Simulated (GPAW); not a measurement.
# Br (Cmce) in GPAW: equation of state

Aim: energy against volume of Br in PBE, for its equilibrium volume and stiffness.

All numbers are computed with GPAW 26.7.0; they aren't measurements. Logs are shortened: lines on timing, memory, paths and dates and some standing lists are left out, and cuts for length are marked. The log counts tension as positive stress, the text compression.

### 1 Starting point

Symmetry: Cmce, No. 64, orthorhombic system. Conventional cell: a = 6.726 Å, b = 4.645 Å, c = 8.702 Å, α = 90.00°, β = 90.00°, γ = 90.00°. Br (site symmetry m) has 1 Br at 2.29 Å as nearest neighbours.

### 2 Equation of state, PBE

Input file run.py:

```python
from ase import Atoms
from ase.eos import EquationOfState
from ase.io import Trajectory
from ase.units import GPa
from gpaw import GPAW, PW

atoms = Atoms(['Br', 'Br', 'Br', 'Br'],
              cell=[[3.36325, -2.32255, 0.0],
                    [3.36325, 2.32255, 0.0],
                    [0.0, 0.0, 8.7023]],
              scaled_positions=[[0.3651, 0.6349, 0.3901],
                                [0.1349, 0.8651, 0.8901],
                                [0.6349, 0.3651, 0.6099],
                                [0.8651, 0.1349, 0.1099]],
              pbc=True)

traj = Trajectory('eos.traj', 'w')
volumes, energies = [], []
for x in [0.94, 0.96, 0.98, 1.0, 1.02, 1.04, 1.06]:
    a = atoms.copy()
    a.set_cell(atoms.cell * x**(1 / 3), scale_atoms=True)
    calc = GPAW(mode=PW(600),
                xc='PBE',
                kpts={'size': (7, 7, 3), 'gamma': True},
                occupations={'name': 'fermi-dirac', 'width': 0.05},
                nbands=26,
                convergence={'density': 1e-05, 'energy': 1e-05},
                maxiter=150,
                txt=f'eos-{x:.2f}.txt')
    a.calc = calc
    energies.append(a.get_potential_energy(force_consistent=True))
    volumes.append(a.get_volume())
    p = -a.get_stress()[:3].mean() / GPa
    calc.write(f'eos-{x:.2f}.gpw')
    traj.write(a)
    print(f'{x:.2f} {volumes[-1]:10.4f} A^3 {energies[-1]:14.6f} eV {p:9.3f} GPa', flush=True)

v0, e0, B = EquationOfState(volumes, energies, eos='birchmurnaghan').fit()
print(f'V0 = {v0:.4f} A^3, E0 = {e0:.6f} eV, B0 = {B / GPa:.2f} GPa')
```

Potentials or basis: GPAW PAW data sets (gpaw-data 1.2.1), pw.

The run is started by

```sh
$ OMP_NUM_THREADS=1 python run.py
```

Log:

```text
__  _  _
 | _ |_)|_||  |
 |__||  | ||/\| - 26.7.0

Input parameters:
  mode=PW(ecut=600.0),
  convergence={'density': 1e-05, 'energy': 1e-05},
  kpts=MonkhorstPack(size=(7, 7, 3), gamma=True),
  maxiter=150,
  nbands=26,
  occupations=Occupations(name='fermi-dirac', width=0.05),
  xc=XC(name='PBE')

Diagonalizing LCAO Hamiltonian
Converting LCAO to pw mode

         Br

        Br
        Br

       Br

Atoms  # Å, Bohr magnetons
|   | symbol |        x |         y |        z |    initial magnetic moments |
|---|--------|----------|-----------|----------|-----------------------------|
| 0 |     Br | 3.294593 |  0.613832 | 3.325467 | ( 0.0000,  0.0000,  0.0000) |
| 1 |     Br | 3.294593 |  1.661306 | 7.587793 | ( 0.0000,  0.0000,  0.0000) |
| 2 |     Br | 3.294593 | -0.613832 | 5.199185 | ( 0.0000,  0.0000,  0.0000) |
| 3 |     Br | 3.294593 | -1.661306 | 0.936859 | ( 0.0000,  0.0000,  0.0000) |

Unit cell  # Å
| periodic |        x |         y |        z |  lengths |    angles |
|----------|----------|-----------|----------|----------|-----------|
|      yes | 3.294593 | -2.275138 | 0.000000 | 4.003822 | 90.000000 |
|      yes | 3.294593 |  2.275138 | 0.000000 | 4.003822 | 90.000000 |
|      yes | 0.000000 |  0.000000 | 8.524652 | 8.524652 | 69.255369 |

Number of symmetries: 4
Symmetry operations  # r_c * U_cc + t_c -> r_c
|   | kind |            matrix            |
|---|------|------------------------------|
| 0 |  E   |  1, 0, 0,  0, 1, 0,  0, 0, 1 |
| 1 |  C2  |  0, 1, 0,  1, 0, 0,  0, 0,-1 |
| 2 |  σ   |  0,-1, 0, -1, 0, 0,  0, 0, 1 |
| 3 |  i   | -1, 0, 0,  0,-1, 0,  0, 0,-1 |

BZ-sampling:
  Number of BZ points: 147
  Number of IBZ points: 44

  Monkhorst-Pack size: [7, 7, 3]
  Monkhorst-Pack shift: [0, 0, 0]

K-points  # in reciprocal-cell coordinates
|     |                                coordinates |     weight |
|-----|--------------------------------------------|------------|
|   0 | (  0.00000000,   0.00000000,   0.00000000) | 0.00680272 |
|   1 | (  0.00000000,   0.00000000,   0.33333333) | 0.01360544 |
|   2 | (  0.14285714,  -0.14285714,  -0.33333333) | 0.01360544 |
|   3 | (  0.14285714,  -0.14285714,   0.00000000) | 0.01360544 |
|   4 | (  0.14285714,  -0.14285714,   0.33333333) | 0.01360544 |
|   5 | (  0.14285714,   0.00000000,  -0.33333333) | 0.02721088 |
|   6 | (  0.14285714,   0.00000000,   0.00000000) | 0.02721088 |
|   7 | (  0.14285714,   0.00000000,   0.33333333) | 0.02721088 |
|   8 | (  0.14285714,   0.14285714,   0.00000000) | 0.01360544 |
|   9 | (  0.14285714,   0.14285714,   0.33333333) | 0.02721088 |
| ... |                                            |            |
|  43 | (  0.42857143,   0.42857143,   0.33333333) | 0.02721088 |

Plane wave coefficients: 4290
Cutoff: 600.0 eV

Spin-components: 1 (collinear spins)
Bands:           26
Projectors:      20
Spin-degeneracy: 2
Datatype:        complex128

Parallelization:
  kpt:    1
  domain: 1
  band:   1

Density:
  Valence electrons: 28.0
  Components: 1
  Grid points: [24 24 49]
  Charge: 0.0  # |e|

Potential:
  Grid points: [24 24 49]

species:
  Br:
    name:    Bromine
    Z:       35.0
    valence: 7
    core:    28
    charge:  0.0  # [|e|]
    compensation charges:
      type: gauss
      rc: 0.35  # [Å]
      lmax: 2
    cutoffs:
      filter: 1.98  # [Å]
      core: 2.38  # [Å]
    projectors
    | kind |    occ | energy [eV] | rcut [Å] |
    |------|--------|-------------|----------|
    |   4s |  2.000 |     -20.121 |    1.111 |
    |   4p |  5.000 |      -7.861 |    1.111 |
    |    s |        |       7.091 |    1.111 |
    |    p |        |      19.351 |    1.111 |
    |    d |        |       0.000 |    1.111 |

    Using partial waves for Br as LCAO basis

Reference energy: -283608.990917  # eV

eigensolver:
  PPCG
  Converge bands: occupied
  niter=2

density mixing:
  MSR1-Mixer
  Pratt-step length: 0.05
  Maximum mixing coefficient: 0.75
  Old densities: 10
  SVD Regularization: 0.005
  Good broyden scale: 1.0
  Trust region scale: 1.0
  Backstep threshold: 4.0
  History deletion threshold: 6.0
  Fourier metric: weight=20.0, sigma=0.015

occupation numbers:
  Fermi-Dirac:
    width: 0.0500  # eV

poisson solver:
  ecut: 4800.0  # eV

xc functional:
  name: PBE with 2 nearest neighbor stencil

convergence criteria:
[... 6 lines left out ...]
|iter     | |      energy | eigst |  dens |
|---------|-|-------------|-------|-------|
|iter:   1| |   -6.454658 | -0.55 |       |
|iter:   2| |   -6.408377 | -2.75 | -1.09 |
|iter:   3| |   -6.058605 | -2.24 | -1.12 |
|iter:   4| |   -6.045705 | -3.30 | -1.71 |
|iter:   5| |   -6.045860 | -5.05 | -2.51 |
|iter:   6| |   -6.045881c| -6.38 | -3.16 |
|iter:   7| |   -6.045882c| -7.86c| -3.97 |
|iter:   8| |   -6.045882c| -7.68c| -4.41 |
|iter:   9| |   -6.045882c| -7.91c| -4.66 |
|iter:  10| |   -6.045882c| -9.09c| -5.61c|

Converged in 10 steps
Energy contributions relative to reference atoms: (reference = -283608.990917)

Energy contributions:
  Kinetic:          23.412478
  Coulomb:         -19.955111
  Zero:             -0.024209
  External:          0.000000
  Xc:               -9.479040
  Entropy:          -0.000000
  Spinorbit:         0.000000
  ----------------------------
  Free energy:      -6.045882
  Extrapolated:     -6.045882

dipole moment: (-0.000020, -0.000000, -0.000026)  # |e|*Ang

Fermi level: 2.099
Eigenvalues  # (at kpt = [0.000, 0.000, 0.000])
| band index |      eig [eV] | occ [0-2] |
|------------|---------------|-----------|
|          0 |       -15.249 |     2.000 |
|        ... |               |           |
|          6 |        -1.277 |     2.000 |
|          7 |        -1.274 |     2.000 |
|          8 |        -0.755 |     2.000 |
|          9 |        -0.715 |     2.000 |
|         10 |         0.028 |     2.000 |
|         11 |         0.662 |     2.000 |
[... 8 lines left out ...]
|         20 |        10.273 |     0.000 |
|         21 |        10.293 |     0.000 |
|        ... |               |           |
|         25 |        12.605 |     0.000 |

Gap: 2.091 eV
Transition (v -> c):
  (s=0, k=25, n=13, [0.43, -0.43, 0.00]) -> (s=0, k=6, n=14, [0.14, 0.00, 0.00])
Direct/indirect transitions are different
Direct gap: 2.110 eV
Transition at: (s=0, k=0, n=13, [0.00, 0.00, 0.00])

Stress tensor  # eV/Ang^3
|         x |         y |         z |
|-----------|-----------|-----------|
| -0.010717 |  0.000000 |  0.000000 |
|  0.000000 | -0.023020 | -0.000000 |
|  0.000000 | -0.000000 | -0.049338 |

# Writing to eos-0.94.gpw (mode='')
```

Run time: 8.1 min. Hardware: 1 thread of Arm Neoverse V2, shared host; peak memory 0.62 GiB.

Results:

* Equilibrium volume: 36.70 Å³/atom (rough: see the caveat)
* Bulk modulus at fixed shape and positions: 23 GPa (rough)

Energy against volume, from the lowest point:
```
volume (Å³/atom)  energy (meV/atom)
          31.949              56.84
          32.629              39.82
          33.308              26.26
          33.988              15.80
          34.668               8.12
          35.348               2.94
          36.028               0.00
```

Caveat: the minimum lies outside the volumes run; the cell was scaled at fixed shape and fractional positions, which overstates the stiffness of a crystal with free parameters, most of all of layers and chains.
